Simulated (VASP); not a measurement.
Wanted: the native input for a VASP 6.6.1 run.

| Property | Result |
| --- | --- |
| Task | single point |
| Functional | LDA |
| Potentials or basis | VASP PAW LDA potentials, release 64 (Mg, S) |
| Cutoff | 520 eV |
| k mesh | 8 × 8 × 8 |
| Occupations | gaussian, width 0.05 eV |
| Spin | no spin polarisation |
| Dipole correction | no |
| Further INCAR settings | ALGO = Fast; EDIFF = 1e-07; NBANDS = 11 |

The structure of MgS lies in POSCAR:

```
MgS
1.0
   -0.1416560023      2.8331200468      2.8331200468
    2.8331200468     -0.1416560023      2.8331200468
    2.6914640445      2.6914640445      0.0000000000
Mg S
1 1
Direct
    0.0000000000      0.0000000000      0.0000000000
    0.7500000000      0.7500000000      0.7500000000
```

The cell comes from a database or a generator and needn't be the stable form of this composition.

The cell isn't the ideal one: strain -0.1000 x Voigt [0, 0, 0, 0, 0, 1], atoms carried along.

These files were run (other wordings do the same):

INCAR

```
SYSTEM = MgS
  ALGO = Fast
  EDIFF = 1E-7
  ENCUT = 520
  ISIF = 2
  ISMEAR = 0
  LASPH = .TRUE.
  LCHARG = .FALSE.
  LREAL = .FALSE.
  LWAVE = .FALSE.
  NBANDS = 11
  NELM = 100
  PREC = Accurate
  SIGMA = 0.05
```

KPOINTS

```
k-points
0
G
  8 8 8
  0 0 0
```

Potentials or basis: VASP PAW LDA potentials, release 64 (Mg, S).

Launch:

```bash
$ cat potpaw_LDA.64/Mg/POTCAR potpaw_LDA.64/S/POTCAR > POTCAR
$ mpirun -np 1 vasp_std > vasp.out
```

Results of the run:

| Item | Value |
| --- | --- |
| Pressure | -1.8 GPa |
| Largest force | 0.566 eV/Å |
| Band gap on the k mesh | 2.93 eV, direct |

Wall time 40 s on 1 thread of Intel(R) Xeon(R) Platinum 8488C (Sapphire Rapids), with other jobs on the host, peak memory 0.17 GiB.
